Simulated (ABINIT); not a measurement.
## ZrSe2: band structure with TB-mBJ

**What was measured.**

“Stress-Tuned Optical Transitions in Layered 1T-MX2 (M= Hf, Zr, Sn; X= S, Se) Crystals”, 2022, arxiv:2210.12074 quotes, for a bulk crystal of ZrSe2: band gap 1.2 eV (indirect).

The system is ZrSe2.

```
Zr Se
1.0
     3.79800    0.00000    0.00000
    -1.89900    3.28916    0.00000
     0.00000    0.00000    6.19200
Zr Se
1 2
Direct
  0.00000 0.00000 0.00000
  0.66667 0.33333 0.75000
  0.33333 0.66667 0.25000
```

- Program: ABINIT 10.8.3 (patched build)
- Task: band structure
- Functional: TB-mBJ
- Potentials or basis: JTH PAW LDA v2.0
- Cutoff: 544 eV
- k mesh: 8 × 8 × 5
- Occupations: fermi-dirac, width 0.05 eV
- Spin: no spin polarisation
- Fine-grid cutoff: 1088.46 eV

```
Band gap on the k mesh                                : 0.79 eV, indirect (least direct gap 1.36 eV)
Band gap along the path                               : 0.77 eV, indirect (least direct gap 1.36 eV)
Valence electrons inside the program's atomic spheres : Zr 8.91; Se 4.03
```

Levels at the corners of the path, in eV from the valence-band top:
| point | band 9 | band 10 | band 11 | band 12 | band 13 | band 14 | band 15 | band 16 |
| --- | --- | --- | --- | --- | --- | --- | --- | --- |
| Γ | -2.78 | -0.10 | -0.10 | 0.00 | 1.36 | 1.36 | 1.96 | 4.34 |
| M | -2.57 | -2.54 | -2.00 | -1.34 | 0.93 | 2.79 | 3.17 | 4.98 |
| K | -3.42 | -2.21 | -2.21 | -1.70 | 2.07 | 2.87 | 2.87 | 4.13 |
| Γ | -2.78 | -0.10 | -0.10 | 0.00 | 1.36 | 1.36 | 1.96 | 4.34 |
| A | -2.74 | -1.87 | -0.25 | -0.25 | 1.34 | 1.34 | 2.35 | 4.70 |
| L | -2.72 | -2.47 | -1.06 | -0.95 | 0.77 | 2.77 | 3.15 | 4.50 |
| H | -3.22 | -2.23 | -2.01 | -2.01 | 2.13 | 2.56 | 2.56 | 4.82 |
| A | -2.74 | -1.87 | -0.25 | -0.25 | 1.34 | 1.34 | 2.35 | 4.70 |

Wall time 19 min on 1 thread of Intel(R) Xeon(R) Platinum 8259CL CPU @ 2.50GHz (Skylake/Cascade Lake), with other jobs on the host, peak memory 0.21 GiB.

Measured gap of ZrSe2: 1.2 eV (indirect; quoted in “Stress-Tuned Optical Transitions in Layered 1T-MX2 (M= Hf, Zr, Sn; X= S, Se) Crystals”, 2022, arxiv:2210.12074). This calculation gives 0.77 eV (-0.43 eV). Spin-orbit coupling on Se, Zr is left out. The value is that of TB-mBJ, without temperature or zero-point motion.

Caveat: the constant c of TB-mBJ comes from the pseudo density here, which moves gaps by up to 0.3 eV between sets of potentials.
